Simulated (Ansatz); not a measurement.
# As3P: one candidate structure

Where does As3P go from the start given, A15 type (Pm-3n, No. 223)?

Program: Ansatz 0.2.0. Level of theory: DFT PBE, scalar-relativistic, plane waves, PAW. These are calculated values, not measurements.

## 1. The starting structure

It takes space group Pm-3n (No. 223, cubic). Conventional cell: a = 5.485 Å, b = 5.485 Å, c = 5.485 Å, α = 90.00°, β = 90.00°, γ = 90.00°. P (site symmetry m-3) has 12 As at 3.07 Å as nearest neighbours. As (site symmetry -4m2) is surrounded by 2 As at 2.74 Å and 4 P at 3.07 Å.

As a file:

```xyz
8
Lattice="5.4854 0.0000 0.0000 0.0000 5.4854 0.0000 0.0000 0.0000 5.4854" Properties=species:S:1:pos:R:3 pbc="T T T"
P     0.0000    0.0000    0.0000
P     2.7427    2.7427    2.7427
As    0.0000    2.7427    1.3714
As    0.0000    2.7427    4.1141
As    1.3714    0.0000    2.7427
As    4.1141    0.0000    2.7427
As    2.7427    4.1141    0.0000
As    2.7427    1.3714    0.0000
```

(A quick probe on a coarse mesh, which set the mesh and smearing, is not shown.)

## 3. Rough relaxation on the coarse mesh

input.yaml reads:

```yaml
crystal:
  lattice:
    - [5.4854103378, 0.0, 0.0]
    - [0.0, 5.4854103378, 0.0]
    - [0.0, 0.0, 5.4854103378]
  atoms:
    - { symbol: P, position: [0.0, 0.0, 0.0] }
    - { symbol: P, position: [0.5, 0.5, 0.5] }
    - { symbol: As, position: [0.0, 0.5, 0.25] }
    - { symbol: As, position: [0.0, 0.5, 0.75] }
    - { symbol: As, position: [0.25, 0.0, 0.5] }
    - { symbol: As, position: [0.75, 0.0, 0.5] }
    - { symbol: As, position: [0.5, 0.75, 0.0] }
    - { symbol: As, position: [0.5, 0.25, 0.0] }
basis:
  ecutwfc: 420
kpoints:
  mp_grid: { grid: [4, 4, 4] }
hamiltonian:
  xc: pbe
scf:
  occupations: { method: gaussian, width: 0.1 }
  lower_state_search: "off"
output:
  forces: true
  stress: true
  eigenvalues: true
relax:
  adjacent_minimum: "off"
  f_tol: 0.04
  max_steps: 70
  cell: { stress_tol: 0.4 }
```

Further runs follow: the relaxation.

**Question.** What will these runs give?

**Answer**, as computed:

Formation energies count from the elements, computed with the same settings in runs not shown here.

```
                          quantity                                                                      value
                              cell  a = 5.293 Å, b = 5.293 Å, c = 5.293 Å, α = 90.00°, β = 90.00°, γ = 90.00°
                       space group                                                            Pm-3n (No. 223)
                            volume                                                              18.53 Å³/atom
                   gap on the mesh                                                               none (metal)
formation energy from the elements                                                             +0.699 eV/atom
```

The space group stayed Pm-3n, and from the first guess the volume went from 20.63 to 18.53 Å³/atom. The formation energy of +0.70 eV/atom is positive, so the elements lie lower than this structure; another structure of the compound can lie lower.
